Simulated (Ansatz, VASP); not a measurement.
**As in VASP and in Ansatz**

The input INCAR:

```
SYSTEM = As
PREC = Accurate ; ENCUT = 520
EDIFF = 1E-7 ; ISMEAR = 0
SIGMA = 0.1 ; LREAL = .False.
LASPH = .True. ; NELM = 100
ALGO = Normal ; ISIF = 2
LWAVE = .False. ; LCHARG = .False.
LDIPOL = .True. ; IDIPOL = 3
DIPOL = 0.5 0.5 0.500 ; GGA = PE
IVDW = 12 ; NBANDS = 18
```

Contents of KPOINTS:

```
Automatic mesh
0
Gamma
  6 6 1
  0 0 0
```

POSCAR

```
As
1.0
    3.7594990000      0.0000000000      0.0000000000
   -1.8797490000      3.2558220000      0.0000000000
    0.0000000000      0.0000000000     20.0000000000
As
4
Direct
    0.6666666700      0.3333333300      0.4190000000
    0.3333333300      0.6666666700      0.3553428600
    0.6666666700      0.3333333300      0.6446571400
    0.3333333300      0.6666666700      0.5810000000
```

Input for Ansatz:

```yaml
crystal:
  lattice:
    - [3.759499, 0.0, 0.0]
    - [-1.879749, 3.255822, 0.0]
    - [0.0, 0.0, 20.0]
  atoms:
    - { symbol: As, position: [0.66666667, 0.33333333, 0.419] }
    - { symbol: As, position: [0.33333333, 0.66666667, 0.35534286] }
    - { symbol: As, position: [0.66666667, 0.33333333, 0.64465714] }
    - { symbol: As, position: [0.33333333, 0.66666667, 0.581] }
  periodic: [true, true, false]
basis:
  ecutwfc: 420
kpoints:
  mp_grid: { grid: [6, 6, 1] }
hamiltonian:
  xc: pbe
  dispersion: d3bj
scf:
  occupations: { method: gaussian, width: 0.1 }
  lower_state_search: "off"
output:
  forces: true
  stress: true
  eigenvalues: true
```

Alike in both runs: task single point; functional PBE; dispersion D3(BJ); k mesh 6 × 6 × 1; occupations gaussian, width 0.1 eV; no spin polarisation.

|  | VASP | Ansatz |
| --- | --- | --- |
| version | VASP 6.6.1 | Ansatz 0.2.0 |
| potentials or method | VASP PAW PBE potentials, release 64 (As) | scalar-relativistic, plane waves, PAW |
| plane-wave cutoff (eV) | 520 | 420 |
| valence electrons in the cell | 20 | 60 |

VASP gave:

| Property | Result |
| --- | --- |
| gap on the k mesh at the Fermi level (eV) | 0.23 |
| least direct gap on the mesh (eV) | 0.33 |
| rms of the force components (eV/Å) | 0.501 |

What did Ansatz give for the same quantities?

gap on the k mesh at the Fermi level (eV): 0.27; least direct gap on the mesh (eV): 0.36; rms of the force components (eV/Å): 0.460.

Atom by atom the forces differ by 0.040 eV/Å (rms over components). The two sets of potentials don't hold the same shells in valence. Ansatz warned: «slab_cell_height_set».
